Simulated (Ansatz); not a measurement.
A generator proposed this cell of Li.

```
Li
1.0
     3.55460    0.00000    0.00000
    -1.77730    3.07837    0.00000
     0.00000    0.00000    5.60340
Li
3
Direct
  0.66667 0.33333 0.72496
  0.66667 0.33333 0.27504
  0.00000 0.00000 0.00000
```

These are results of DFT PBE, scalar-relativistic, plane waves, PAW (Ansatz 0.2.0), not measurements. Settings: cutoff 420 eV, Γ-centred mesh 6×6×4 on the computed 3-atom cell, Gaussian smearing of 0.10 eV; no spin polarisation.

Energies count from the standard state of Li at the same level.

Question: What does a single point on this coarse mesh give?

Answer: The pressure is 1.5 GPa (the mean over three directions, positive in compression), the largest force is 0.40 eV/Å, and the energy is +0.27 eV/atom against the standard state. The shortest distance is 2.52 Å.

Question: Is it a good guess?

Answer: A rough one: relaxing gains about 0.24 eV/atom (the start's value is from the coarse mesh, so the gain is rough) in 19 ionic steps and ends at +0.02 eV/atom on the finer mesh. The symmetry stays P-6m2 (No. 187). The volume per atom shrinks by 0.6 %, from 20.4 to 20.3 Å³. The shortest distance goes from 2.52 Å (Li–Li) to 2.76 Å (Li–Li). The ratio c/a of the conventional cell changes by a factor of 1.64. Conventional cell: a = 3.006 Å, c = 7.793 Å. Li on a site of symmetry 3m is surrounded by 1 Li at 2.76 Å and 9 Li at 3.01–3.06 Å; Li on a site of symmetry -6m2 has 12 Li at 3.01–3.06 Å.

The last run used an 18×18×6 mesh (in the run's order of axes) for its 3-atom cell and Gaussian smearing of 0.10 eV. For metals, differences of a few meV/atom aren't resolved. The relaxation can't lower the symmetry of the start, and the grade says only how near the guess is to its own end. A later test with randomly moved atoms led to a structure 24 meV/atom lower, so this end is a saddle point or a shallow minimum.
